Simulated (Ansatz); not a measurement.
Runs of Ansatz 0.2.0 on CdF2. It takes space group Fm-3m (No. 225, cubic). Conventional cell: a = 5.388 Å, b = 5.388 Å, c = 5.388 Å, α = 90.00°, β = 90.00°, γ = 90.00°. Around Cd (site symmetry m-3m) lie 8 F at 2.33 Å. F (site symmetry -43m) is surrounded by 4 Cd at 2.33 Å. 

```csv
task,level,cutoff (eV),basis error allowed,gap on the mesh (eV),pressure (GPa),V0 of scaled cells (Å³/atom),B0 (GPa)
equation of state,PBEsol,-,0.001 eV/atom,-,-,13.01,(c)
equation of state,PBE,-,0.001 eV/atom,-,-,13.72,(b)
band structure,PBEsol,293,0.002 eV/atom,2.96,-0.2,-,-
band structure,PBE,293,0.002 eV/atom,3.12,5.4,-,-
single point,PBEsol,316,0.001 eV/atom,2.96,-0.2,-,-
band structure,LDA,292,0.002 eV/atom,2.82,-5.7,-,-
single point,PBE,317,0.001 eV/atom,3.12,5.4,-,-
equation of state,LDA,-,0.002 eV/atom,-,-,(a),127
```

Alike in all rows: potentials or basis all-electron LAPW, scalar-relativistic; no spin polarisation; cell as given; k mesh 9 × 9 × 9; smearing fermi-dirac 0.05 eV.

Q: Estimate the missing entries.

A: (a) 12.39; (b) 94; (c) 109.

Caveats: an odd mesh through Γ misses points on the zone boundary, where band edges often lie (some runs).

A k mesh can miss the band edges, and the runs leave out spin-orbit coupling on Cd.

Not every run made on this cell is shown here.
